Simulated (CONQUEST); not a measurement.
**PtSe2 (Sudovikovite) under changes of volume**

One of the cells (20.265 Å³/atom); the others are scaled copies at fixed shape and fractional positions:

```
Pt Se
1.0
     3.72400    0.00000    0.00000
     0.00000    5.06200    0.00000
     0.00000    0.00000    6.45016
Pt Se
2 4
Direct
  0.00000 0.00000 0.00000
  0.50000 0.00000 0.50000
  0.00000 0.75000 0.33333
  0.50000 0.75000 0.83333
  0.00000 0.25000 0.66667
  0.50000 0.25000 0.16667
```

| Quantity | Value |
| --- | --- |
| Program | CONQUEST 1.3 |
| Functional | PBE |
| Potentials or basis | PseudoDojo NC PBE, SZ, grid of 36 × 48 × 64 points |
| k mesh | 7 × 5 × 4 |
| Occupations | fermi-dirac, width 0.05 eV |
| Spin | no spin polarisation |

```csv
volume (Å³/atom),energy over the lowest point (meV/atom),pressure (GPa),largest force (eV/Å)
19.049,366.16,37.4,3.992
19.455,278.42,32.1,3.592
19.860,203.17,27.5,3.210
20.265,138.82,23.5,2.856
20.671,83.83,20.1,2.522
21.076,?,?,?
21.481,0.00,13.4,1.931
```

Q: What does the run at 21.076 Å³/atom give?

A: Energy over the lowest point 37.76 meV/atom; pressure 16.5 GPa; largest force 2.215 eV/Å.

Worked out: A Birch-Murnaghan fit of order 3 (a polynomial in V^(-2/3)) to the other rows has no minimum within the range. It gives 38.01 meV/atom at 21.076 Å³/atom, against the run's 37.76, and -dE/dV = 16.5 GPa, against 16.5.

Energies are extrapolated to zero smearing.

Caveats: the atomic basis is small; the basis of atomic orbitals isn't converged, which shifts pressures, moduli and gaps; forces of over 1 eV/Å show positions far from the minimum, so gaps and moduli don't describe the material at rest.
